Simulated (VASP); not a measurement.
# GaN (I-4m2) in VASP: further runs, part 2 of 2

VASP 6.6.1. The steps go on from the part before.

## Step 3: Single point, PBE (epitaxial_xy strain -2.3%)

The input, INCAR:

```
ALGO = Normal
EDIFF = 1E-6
ENCUT = 520
GGA = PE
ISIF = 2
ISMEAR = -1
LASPH = T
LCHARG = F
LREAL = F
LWAVE = F
NBANDS = 16
NELM = 100
PREC = Accurate
SIGMA = 0.02
```

The input, KPOINTS:

```
k-points
0
Gamma
  10 10 10
```

The input, POSCAR:

```
GaN
1.0
    0.0000000000      2.1976764236      2.3021997344
    2.1976764236      0.0000000000      2.3021997344
    2.1976764236      2.1976764236      0.0000000000
Ga N
1 1
Direct
    0.0000000000      0.0000000000      0.0000000000
    0.2500000000      0.2500000000      0.2500000000
```

Potentials or basis: VASP PAW PBE potentials, release 64 (Ga_d, N).

On the command line:

```bash
$ cat potpaw_PBE.64/Ga_d/POTCAR potpaw_PBE.64/N/POTCAR > POTCAR
$ mpirun -np 1 vasp_std > vasp.out
```

OUTCAR:

```text
EDIFF = 1E-6
   ENCUT = 520
   GGA = PE
   ISIF = 2
   ISMEAR = -1
   LASPH = T
   LREAL = F
   NELM = 100
   PREC = Accurate

 ion  position               nearest neighbor table
   1  0.000  0.000  0.000-   2 1.93   2 1.93   2 1.93   2 1.93
   2  0.250  0.250  0.250-   1 1.93   1 1.93   1 1.93   1 1.93

  LATTYP: Found a body centered tetragonal cell.
 ALAT       =     3.1079838040
 C/A-ratio  =     1.4814747306

  Lattice vectors:

 A1 = (  -2.1976764236,   0.0000000000,   2.3021997344)
 A2 = (   2.1976764236,   0.0000000000,   2.3021997344)
 A3 = (   0.0000000000,   2.1976764236,  -2.3021997344)

Analysis of symmetry for initial positions (statically):
=====================================================================
 Subroutine PRICEL returns:
 Original cell was already a primitive cell.

 Routine SETGRP: Setting up the symmetry group for a
 body centered tetragonal supercell.

 Subroutine GETGRP returns: Found  8 space group operations
 (whereof  8 operations were pure point group operations)
 out of a pool of 16 trial point group operations.

The static configuration has the point symmetry D_2d.

Analysis of symmetry for dynamics (positions and initial velocities):
=====================================================================
 Subroutine PRICEL returns:
 Original cell was already a primitive cell.

 Routine SETGRP: Setting up the symmetry group for a
 body centered tetragonal supercell.

 Subroutine GETGRP returns: Found  8 space group operations
 (whereof  8 operations were pure point group operations)
 out of a pool of 16 trial point group operations.

The dynamic configuration has the point symmetry D_2d.

 Subroutine INISYM returns: Found  8 space group operations
 (whereof  8 operations are pure point group operations),
 and found     1 'primitive' translations

----------------------------------------------------------------------------------------

                                     Primitive cell

  volume of cell :      22.2382

  direct lattice vectors                    reciprocal lattice vectors
     0.000000000  2.197676424  2.302199734    -0.227513020  0.227513020  0.217183589
     2.197676424  0.000000000  2.302199734     0.227513020 -0.227513020  0.217183589
     2.197676424  2.197676424  0.000000000     0.227513020  0.227513020 -0.217183589

  length of vectors
     3.182751212  3.182751212  3.107983804     0.388192040  0.388192040  0.388192040

  position of ions in fractional coordinates (direct lattice)
     0.000000000  0.000000000  0.000000000
     0.250000000  0.250000000  0.250000000

  ion indices of the primitive-cell ions
   primitive index   ion index
                 1           1
                 2           2

----------------------------------------------------------------------------------------

 KPOINTS: k-points

Automatic generation of k-mesh.
 Grid dimensions read from file:
 generate k-points for:   10   10   10

 Generating k-lattice:

  Cartesian coordinates                     Fractional coordinates (reciprocal lattice)
    -0.022751302  0.022751302  0.021718359     0.100000000  0.000000000  0.000000000
     0.022751302 -0.022751302  0.021718359     0.000000000  0.100000000  0.000000000
     0.022751302  0.022751302 -0.021718359    -0.000000000 -0.000000000  0.100000000

  Length of vectors
     0.038819204  0.038819204  0.038819204

  Shift w.r.t. Gamma in fractional coordinates (k-lattice)
     0.000000000  0.000000000  0.000000000

 Subroutine IBZKPT returns following result:
 ===========================================

 Found    102 irreducible k-points:

 Following reciprocal coordinates:
            Coordinates               Weight
  0.000000  0.000000  0.000000      1.000000
  0.100000  0.000000  0.000000      8.000000
  0.200000  0.000000  0.000000      8.000000
  0.300000  0.000000  0.000000      8.000000
  0.400000  0.000000  0.000000      8.000000
  0.500000  0.000000  0.000000      4.000000
[... 16 lines left out ...]
  0.300000  0.300000  0.000000      2.000000
  0.400000  0.300000  0.000000      8.000000
 [... further k-points ...]
   k-points           NKPTS =    102   k-points in BZ     NKDIM =    102   number of bands    NBANDS=     16
   number of dos      NEDOS =    301   number of ions     NIONS =      2
   total plane-waves  NPLWV =  13824
   dimension x,y,z NGX =    24 NGY =   24 NGZ =   24
   dimension x,y,z NGXF=    48 NGYF=   48 NGZF=   48
   ions per type =               1   1
   NGX,Y,Z   is equivalent  to a cutoff of  12.54, 12.54, 12.84 a.u.
   NGXF,Y,Z  is equivalent  to a cutoff of  25.07, 25.07, 25.68 a.u.
 SYSTEM =  unknown system
   PREC   = accura    normal or accurate (medium, high low for compatibility)
   ISTART =      0    job   : 0-new  1-cont  2-samecut
   ICHARG =      2    charge: 1-file 2-atom 10-const
   ISPIN  =      1    spin polarized calculation?
   LNONCOLLINEAR =      F non collinear calculations
   LSORBIT =      F    spin-orbit coupling
   LASPH  =      T    aspherical Exc in radial PAW
   ENCUT  =  520.0 eV  38.22 Ry    6.18 a.u.   5.92  5.92  5.78*2*pi/ulx,y,z
   NELM   =    100;   NELMIN=  2; NELMDL= -5     # of ELM steps
   EDIFF  = 0.1E-05   stopping-criterion for ELM
   LREAL  =      F    real-space projection
   EDIFFG = 0.1E-04   stopping-criterion for IOM
   NSW    =      0    number of steps for IOM
   IBRION =     -1    ionic relax: 0-MD 1-quasi-New 2-CG
   NFREE  =      0    steps in history (QN), initial steepest desc. (CG)
   ISIF   =      2    stress and relaxation
   ISYM   =      2    0-nonsym 1-usesym 2-fastsym
   POTIM  = 0.5000    time-step for ionic-motion
   TEBEG  =    0.0;   TEEND  =   0.0 temperature during run
   PSTRESS=    0.0 pullay stress
   NELECT =      18.0000    total number of electrons
   NUPDOWN=      -1.0000    fix difference up-down
   EMIN   =  10.00;   EMAX   =-10.00  energy-range for DOS
   EFERMI =   0.00;   METHOD = LEGACY
   ISMEAR =    -1;   SIGMA  =   0.02  broadening in eV -4-tet -1-fermi 0-gaus
   EFERMI_NEDOS =   21; number of points for ismear=-14 and -15
   IALGO  =     38    algorithm
   IMIX   =      4    mixing-type and parameters
     AMIX     =   0.40;   BMIX     =  1.00
     AMIX_MAG =   1.60;   BMIX_MAG =  1.00
  volume/ion in A,a.u.               =      11.12        75.04
  Fermi-wavevector in a.u.,A,eV,Ry     =   1.525687  2.883131 31.670573  2.327721
  Thomas-Fermi vector in A             =   2.633823
   LORBIT       =      0    0 simple, 1 ext, 2 COOP (PROOUT), +10 PAW based schemes
   GGA     = PE    functional components
   LHFCALC =     F    Hartree Fock is set to
   AEXX    =    0.0000 exact exchange contribution
   IVDW    =     0    specifies the selected vdW correction
   LEPSILON=     F    determine dielectric tensor
   LRPA    =     F    only Hartree local field effects (RPA)
 non-spin polarized calculation
  energy-cutoff  :      520.00
  volume of cell :       22.24
 maximum number of plane-waves:       613
   NGX = 11   NGY = 11   NGZ = 11

 number of electron      18.0000013 magnetization

 Free energy of the ion-electron system (eV)
  ---------------------------------------------------
  ext. energy  EPLUGINS =         0.00000000
  ---------------------------------------------------
  free energy    TOTEN  =       -12.09790968 eV

  energy without entropy =      -12.09790968  energy(sigma->0) =      -12.09790968

 E-fermi :   6.0633     XC(G=0): -11.8243

 val. band max:        5.6785687331   @ k =   0.0000   0.0000   0.0000
 cond. band min:       7.5028286763   @ k =   0.0000   0.0000   0.0000
 fundamental gap:      1.8242599432
 Fermi energy:         6.0632803411

 k-point     1 :       0.0000    0.0000    0.0000
  band No.  band energies     occupation
      1     -10.5803      2.00000
      2      -7.9090      2.00000
      3      -7.8541      2.00000
      4      -7.8541      2.00000
      5      -7.5267      2.00000
      6      -7.5235      2.00000
[... 8 lines left out ...]
     15      23.6860      0.00000
     16      24.6757      0.00000
[... 419 lines left out ...]
 k-point    24 :       0.4000    0.3000    0.0000
  band No.  band energies     occupation
      1      -9.5257      2.00000
      2      -7.7240      2.00000
      3      -7.6225      2.00000
      4      -7.6182      2.00000
      5      -7.4705      2.00000
      6      -6.7475      2.00000
[... 8 lines left out ...]
     15      28.5495      0.00000
     16      28.7475      0.00000

 [... further k-points ...]

------------------------ aborting loop because EDIFF is reached ----------------------------------------

  FORCE on cell =-STRESS in cart. coord.  units (eV):
  Direction    XX          YY          ZZ          XY          YZ          ZX
  --------------------------------------------------------------------------------------
  -------------------------------------------------------------------------------------
  Total        1.7883253      1.7883253      0.9323609      0.0000000      0.0000000      0.0000000
  in kB      128.8417468    128.8417468     67.1729091      0.0000000      0.0000000      0.0000000
  external PRESSURE =     108.2854676 kB  Pullay stress =       0.0000000 kB

 VOLUME and BASIS-vectors are now :
 -----------------------------------------------------------------------------
  energy-cutoff  :      520.00
  volume of cell :       22.24
      direct lattice vectors                 reciprocal lattice vectors
     0.000000000  2.197676424  2.302199734    -0.227513020  0.227513020  0.217183589
     2.197676424  0.000000000  2.302199734     0.227513020 -0.227513020  0.217183589
     2.197676424  2.197676424  0.000000000     0.227513020  0.227513020 -0.217183589

 POSITION                                       TOTAL-FORCE (eV/Angst)
 -----------------------------------------------------------------------------------
      0.00000      0.00000      0.00000         0.000000      0.000000      0.000000
      1.09884      1.09884      1.15110        -0.000000     -0.000000     -0.000000
 -----------------------------------------------------------------------------------
    total drift:                                0.000000      0.000000      0.000002

  FREE ENERGIE OF THE ION-ELECTRON SYSTEM (eV)
  ---------------------------------------------------
  free  energy   TOTEN  =       -12.0979096759 eV

  energy  without entropy=      -12.0979096759  energy(sigma->0) =      -12.09790968
```

stdout:

```text
POSCAR found type information on POSCAR GaN
 POSCAR found :  2 types and       2 ions
 scaLAPACK will be used
 LDA part: xc-table for (Slater+PW92), standard interpolation
 POSCAR, INCAR and KPOINTS ok, starting setup
 FFT: planning ... GRIDC
 FFT: planning ... GRID_SOFT
 FFT: planning ... GRID
 WAVECAR not read
 entering main loop
```

It took 12 s on 1 thread of Intel Xeon 6975P-C (Granite Rapids), shared host; peak memory 0.16 GiB.

What came out:

```
Free energy            : -12.0979 eV
Pressure               : 10.8 GPa
Band gap on the k mesh : 1.82 eV, direct
```

Stress tensor (GPa, compression positive):
```
12.88  0.00  0.00
 0.00 12.88  0.00
 0.00  0.00  6.72
```

Levels at points of the mesh, in eV from the valence-band top:
| k point | band 7 | band 8 | band 9 | band 10 | band 11 | band 12 |
| --- | --- | --- | --- | --- | --- | --- |
| (0.00, 0.00, 0.00) | -0.24 | 0.00 | 0.00 | 1.82 | 10.38 | 10.38 |
| (0.50, 0.00, 0.00) | -7.30 | -1.27 | -0.90 | 4.70 | 8.80 | 10.17 |
| (0.50, 0.50, 0.00) | -6.66 | -2.63 | -2.63 | 3.51 | 7.25 | 11.40 |
| (0.50, 0.00, 0.50) | -6.14 | -3.00 | -2.98 | 3.19 | 6.51 | 12.05 |
